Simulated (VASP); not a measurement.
Set up this calculation in VASP 6.6.1, as the native input.

```yaml
Task: single point
Functional: PBE
Potentials_or_basis: VASP PAW PBE potentials, release 64 (Mn_pv, As)
Cutoff: 520 eV
k_mesh: 6 × 6 × 6
Occupations: fermi-dirac, width 0.0712 eV
Spin: collinear spin, typed start
Starting_moments: "[4.0, 0.0] μB"
Hubbard_terms: Mn d U = 1.83 eV
Dipole_correction: no
Further_INCAR_settings: ALGO = Normal; EDIFF = 1e-07; NBANDS = 20
```

The structure of MnAs lies in POSCAR:

```
MnAs
1.0
    0.0000000000      2.6183033800      2.6183033800
    2.6183033800      0.0000000000      2.6183033800
    2.6183033800      2.6183033800      0.0000000000
Mn As
1 1
Direct
    0.0000000000      0.0000000000      0.0000000000
    0.5000000000      0.5000000000      0.5000000000
```

The cell was built by a generator and needn't be a form met in nature.

One way to write it, as run:

INCAR

```
SYSTEM = MnAs
PREC = Accurate ; ENCUT = 520
EDIFF = 1E-7 ; ISMEAR = -1
SIGMA = 0.0712 ; LREAL = .False.
LASPH = .True. ; NELM = 150
ALGO = Normal ; ISIF = 2
LWAVE = .False. ; LCHARG = .False.
ISPIN = 2 ; MAGMOM = 4 0
LORBIT = 11 ; LMAXMIX = 4
LDAU = .True. ; LDAUTYPE = 2
LDAUL = 2 -1 ; LDAUU = 1.83 0
LDAUJ = 0 0 ; LDAUPRINT = 1
GGA = PE ; NBANDS = 20
```

KPOINTS

```
regular mesh
0
Gamma
  6 6 6
  0 0 0
```

Potentials or basis: VASP PAW PBE potentials, release 64 (Mn_pv, As).

Launch:

```sh
$ cat potpaw_PBE.64/Mn_pv/POTCAR potpaw_PBE.64/As/POTCAR > POTCAR
$ mpirun -np 1 vasp_std > vasp.out
```

Results of the run:

* Pressure: 1.7 GPa
* Band gap on the k mesh: none (metal or under the smearing width)
* Net moment: 3.95 μB per cell
* Site moments: Mn +4.02; As -0.17 μB
* Valence electrons inside the program's atomic spheres: Mn 11.44; As 2.81

Caveat: a cell with one magnetic atom can't hold antiferromagnetic order, which such compounds often take; the U is typed as a test and isn't derived for this compound.

Run time: 17 s on 1 thread of Intel(R) Xeon(R) Platinum 8559C (Emerald Rapids), on a shared host, peak memory 0.17 GiB.
